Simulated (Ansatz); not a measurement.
TiPbO$_{3}$: input and output

The input, for Ansatz 0.2.0 (plane waves, PAW):

```yaml
crystal:
  lattice:
    - [3.91272785, 0.0, 0.0]
    - [0.0, 3.91272785, 0.0]
    - [0.0, 0.0, 7.82545569]
  atoms:
    - { symbol: Pb, position: [0.0, 0.0, 0.0] }
    - { symbol: Pb, position: [0.0, 0.0, 0.5] }
    - { symbol: Ti, position: [0.5, 0.5, 0.25] }
    - { symbol: Ti, position: [0.5, 0.5, 0.75] }
    - { symbol: O, position: [0.0, 0.5, 0.25] }
    - { symbol: O, position: [0.0, 0.5, 0.75] }
    - { symbol: O, position: [0.5, 0.0, 0.25] }
    - { symbol: O, position: [0.5, 0.0, 0.75] }
    - { symbol: O, position: [0.5, 0.5, 0.0] }
    - { symbol: O, position: [0.5, 0.5, 0.5] }
  symmetry: { tolerance: 0.0003 }
kpoints:
  mp_grid: { grid: [7, 7, 4], shift: [0, 0, 0] }
  band_path:
    path:
      - [0.0, 0.0, 0.0]
      - [0.0, 0.5, 0.0]
      - [0.5, 0.5, 0.0]
      - [0.0, 0.0, 0.0]
      - [0.5, 0.5, 1.0]
      - [0.0, 0.5, 0.0]
      - [0.5, 0.5, 1.0]
      - [0.5, 0.5, 0.0]
    npoints: 8
magnetization:
  spin_polarized: false
scf:
  occupations: { method: fermi_dirac }
  lower_state_search: "off"
  max_iter: 200
hamiltonian:
  pseudopotentials: { kind: paw }
  xc: pbe
  hubbard:
    projectors: all-electron-ortho-atomic
    sites:
      - { species: Ti, l: d, u_eff: 4.55 }
      - { species: O, l: p, u_eff: 6.29 }
basis:
  ecutwfc: 420
  fft_grid_basis: typed
output:
  forces: true
  stress: true
  eigenvalues: true
  bader: true
  populations: true
  elf: true
  write_potential: true
  volumetric_format: npy
  dos:
    e_range: [-12, 8]
    de: 0.05
    projected: { site_lists: { O: [O], Pb: [Pb], Ti: [Ti] } }
checkpoint:
  read: saved_state
```

The saved state is an earlier solution for the same cell, perhaps on another mesh. 

Excerpt of what it printed:

```
Pb: projections on atomic orbitals take those of the free atom [Xe 4f14] 5d10 6s2 6p2, of charge +0.00 (hamiltonian.pseudopotentials.projection_atoms); the dataset's partial waves leave at most 2.1e-5 of an orbital's norm unspanned inside its sphere
Ti: projections on atomic orbitals take those of the free atom [Ne] 3s2 3p6 3d2 4s2, of charge +0.00 (hamiltonian.pseudopotentials.projection_atoms); the dataset's partial waves leave at most 4.1e-7 of an orbital's norm unspanned inside its sphere
O: projections on atomic orbitals take those of the free atom [He] 2s2 2p4, of charge +0.00 (hamiltonian.pseudopotentials.projection_atoms); the dataset's partial waves leave at most 1.9e-8 of an orbital's norm unspanned inside its sphere
Pseudopotentials: kind: paw
Pseudopotential: Pb, paw, valence charge 14, recommended cutoff 420 eV (normal), Pb.paw.azcp
Pseudopotential: Ti, paw, valence charge 12, recommended cutoff 420 eV (normal), Ti.paw.azcp
Pseudopotential: O, paw, valence charge 6, recommended cutoff 420 eV (normal), O.paw.azcp
Functional definition: PBE
  exchange = pbe_x(kappa = kappa, mu = beta*pi^2/3)
  correlation = pbe_c(beta = beta)
Crystal: 10 atoms, lattice volume = 119.803 Å³
Basis set: ecut = 420 eV, 2355 PW (Γ), exchange–correlation on 54×54×108 points (8 copies of the dense FFT grid, shifted against one another)
Bands: 54, of which v1, the nominal top of the filled ones, is band 44 counted from 1 (43 counted from 0)
Symmetry: 32 space group operations
Space group: Pm-3m (ITA 221), of the structure as read, at distance tolerance 1.5e-3 Å
k-points: 30 of 196
Initial density: read from a saved state, or passed on in memory by an earlier SCF of this step, an earlier step, the calling program or the single point that the run made first
Functional: x = pbe(κ = 0.804, μ = 0.2195), c = pbe(β = 0.0667)
SCF iter   1: F=—  Δρ=4.67e-3  dr2=2.31e-3
SCF iter   2: F=—  Δρ=2.42e-3  dr2=4.63e-4
SCF iter   3: F=—  Δρ=6.24e-4  dr2=8.33e-5
SCF iter   4: F=—  Δρ=3.23e-5  dr2=6.05e-7
SCF iter   5: F=—  Δρ=1.32e-5  dr2=1.83e-7
SCF iter   6: F=-32201.7745 eV  Δρ=3.97e-6  dr2=1.87e-8
Free energy (F): -32201.7745 eV
Harris-Foulkes:  -32201.7745 eV  (|F-HF|=5.40e-9)
Internal energy: -32201.7745 eV  (E = F + TS)
E sigma→0 (E₀):  -32201.7745 eV
Entropy (-TS):    0.0000 eV (-0.000 meV/atom)
Fermi energy:    11.5402 eV
--- Per-component energies (eV) ---
  E_band       = -346.3099
  E_kinetic    = 2182.2507
  E_local      = -5027.9787  (includes V_loc(G=0)·N_el)
  E_nonlocal   = 987.6713
  E_hartree    = 1929.6102
  E_xc         = -1090.0767
  E_vxc        = -1087.2631  (∫ρ·V_xc dr)
  E_hubbard    = 20.8070  (on-site DFT+U / exact-exchange correction)
  E_vhub       = -63.6166  (the Hubbard potential's part of the band-sum identity)
  E_paw        = -23838.4431  (= ΣΔE_a)
  E_vpaw       = -1196.6128  (= ΣTr[D̂ρ^β])
  E_aug_tail   = 0.0159  (compensation charges beyond the density's cutoff)
  E_ewald      = -7365.6311
  E_smearing   =  0.0000  (= −TS)
--- Stress (GPa, compression-positive) ---
        9.5855       0.0000       0.0000
        0.0000       9.5855       0.0000
        0.0000       0.0000       9.5845
  P = ⅓ Tr σ = 9.5852 GPa (95.852 kbar)
--- Löwdin populations: 10 sites ---
  site symbol       q [e]
     0     Pb     12.8884
     1     Pb     12.8884
     2     Ti     10.2855
     3     Ti     10.2855
     4      O      6.8757
     5      O      6.8757
     6      O      6.8757
     7      O      6.8757
     8      O      6.8756
     9      O      6.8756
  spilling = 0.0045 (of n_electrons = 88.0000)
```

Total energies depend on the potentials used, so only differences within one code and one set of settings carry meaning.

Origin: a database entry at a rescaled volume.
